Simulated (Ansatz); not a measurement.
# BAs: pressure and energy less free atoms against volume scale

Results calculated with Ansatz 0.2.0, not measured. Periodic Kohn-Sham DFT of a crystal at fixed atoms, scaled to volume_scale times the given cell; pressure positive in compression, energy less spherical unpolarised free atoms, largest_vzz the field gradient of largest size among the nuclei.

The cell before it is scaled or strained (space group F-43m, No. 216):
```
cell vectors (Å)
   0.0000     2.3885     2.3885
   2.3885     0.0000     2.3885
   2.3885     2.3885     0.0000
atoms (fractions of the cell vectors)
B   0.00000  0.00000  0.00000
As  0.75000  0.75000  0.75000
```

Settings of every row: method all-electron LAPW; functional LDA; relativity scalar; k mesh 15x15x15; filling fermi-dirac; smearing width 0.03 eV; basis error target 0.25 meV/atom; nucleus gaussian.

Atom start moment: 0 on all atoms.

```csv
row,volume scale,V (Å³/atom),pressure (GPa),energy less free atoms (eV/atom)
1,0.94,12.809,5.288,-6.4678
2,0.96,13.081,1.892,-6.4739
3,0.98,13.354,?,?
4,0.99,13.49,-2.582,-6.4729
5,1,13.626,-3.924,-6.4701
6,1.01,13.762,-5.198,-6.4662
7,1.02,13.899,-6.407,-6.4613
8,1.04,14.171,-8.642,-6.4484
9,1.06,14.444,-10.653,-6.432
```

Question: what pressure and energy less free atoms should row 3 give?

Worked fit of pressure. Take u = (V_r/V)^(2/3) − 1 with V_r = 13.694 Å³ an atom, which is twice the finite (Eulerian) strain; such expansions in the strain, on which the Birch-Murnaghan equation of state is built, carry the rest volume and the bulk modulus. The shown rows have u = 0.04555, 0.031, 0.01006, 0.00332, -0.0033, -0.00986, -0.02257, -0.03492. Least squares give pressure = −4.5674 + 191.969 × u + 518.88 × u² + 362 × u³ GPa; a parabola predicts inner rows, each left out in turn, worse (root mean square 0.0062 against 0.0031 GPa). The rows lie off it by 0.000, -0.001, 0.001, 0.000, -0.003, 0.003, -0.002, 0.001. The pressure vanishes at u = 0.0224, or V = 13.25 Å³ an atom, and there the bulk modulus at fixed shape and fractions is B = −V dP/dV = (2/3)(1 + u) dP/du = 147 GPa. The withheld row has u = 0.0169, so the fit gives −4.5674 + 191.969 × (0.0169) + 518.88 × (0.0169)² + 362 × (0.0169)³ = -1.173 GPa.

The calculation gave -1.168 GPa. The fit lies 0.005 GPa (0.031 % of the column's range) below it; its largest miss of a shown row is 0.003 GPa.

Worked fit of energy less free atoms. Take u = (V_r/V)^(2/3) − 1 with V_r = 13.694 Å³ an atom, which is twice the finite (Eulerian) strain; such expansions in the strain, on which the Birch-Murnaghan equation of state is built, carry the rest volume and the bulk modulus. The shown rows have u = 0.04555, 0.031, 0.01006, 0.00332, -0.0033, -0.00986, -0.02257, -0.03492. Least squares give energy less free atoms = −6.46831 − 0.5845 × u + 13.067 × u² eV/atom; a straight line predicts inner rows, each left out in turn, worse (root mean square 0.0069 against 4.7e-05 eV/atom). The rows lie off it by 0.0000, 0.0000, 0.0000, 0.0000, 0.0000, 0.0000, 0.0001, 0.0000. Its lowest point lies at u = 0.0224, or V = 13.25 Å³ an atom, and the curvature there gives the bulk modulus at fixed shape and fractions, B = (4/9)(1 + u)² E″(u)/V = 147 GPa. The withheld row has u = 0.0169, so the fit gives −6.46831 − 0.5845 × (0.0169) + 13.067 × (0.0169)² = -6.4745 eV/atom.

The calculation gave -6.4745 eV/atom. The fit meets it to the printed digit.
